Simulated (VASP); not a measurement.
# From an Ansatz input to VASP: MgO (strained CsCl)

Ansatz input

```yaml
crystal:
  lattice:
    - [2.6891951916, 0.0, 0.0]
    - [0.0, 2.6891951916, 0.0]
    - [0.0, 0.0, 2.6233491285]
  atoms:
    - { symbol: Mg, position: [0.0, 0.0, 0.0] }
    - { symbol: O, position: [0.5, 0.5, 0.5] }
kpoints:
  mp_grid: { grid: [10, 10, 10] }
  band_path:
    path: [[0.0, 0.0, 0.0], [0.0, 0.5, 0.0], [0.5, 0.5, 0.0], [0.5, 0.5, 0.5]]
    npoints: 1
hamiltonian:
  xc: pbe
scf:
  occupations: { method: fermi_dirac, width: 0.02 }
  n_extra_bands: 4
output:
  forces: true
  stress: true
  eigenvalues: true
```

Translate this input to VASP.



INCAR

```
NBANDS = 11
ISMEAR = -1
LCHARG = .TRUE.
LASPH = .TRUE.
LREAL = .FALSE.
NELM = 120
PREC = Accurate
GGA = PE
ISIF = 2
NSW = 0
EDIFF = 1E-7
LELF = .TRUE.
ENCUT = 520
IBRION = -1
SIGMA = 0.02
LWAVE = .FALSE.
```

KPOINTS

```
KPOINTS created by Atomic Simulation Environment
0
Gamma
10 10 10
0 0 0
```

KPOINTS_OPT

```
special points
4
Reciprocal
0.0000000000 0.0000000000 0.0000000000 1
0.0000000000 0.5000000000 0.0000000000 1
0.5000000000 0.5000000000 0.0000000000 1
0.5000000000 0.5000000000 0.5000000000 1
```

POSCAR

```
Mg O
 1.0000000000000000
     2.6891951916000001    0.0000000000000000    0.0000000000000000
     0.0000000000000000    2.6891951916000001    0.0000000000000000
     0.0000000000000000    0.0000000000000000    2.6233491285000001
 Mg  O
   1   1
Cartesian
  0.0000000000000000  0.0000000000000000  0.0000000000000000
  1.3445975958000000  1.3445975958000000  1.3116745642500001
```

VASP ran with the recommended PBE PAW datasets (8 valence electrons in the cell). Other inputs would serve too.

```json
{"": "gap between bands v and c", "Ansatz": "2.02 eV", "VASP": "1.99 eV"}
{"": "least direct gap", "Ansatz": "2.89 eV", "VASP": "2.87 eV"}
{"": "pressure", "Ansatz": "-1.0 GPa", "VASP": "-1.7 GPa"}
```

The two codes use different PAW datasets and cutoffs. VASP's cell holds 8 valence electrons and Ansatz's 16. Ansatz's stress includes a Pulay correction; VASP's doesn't.
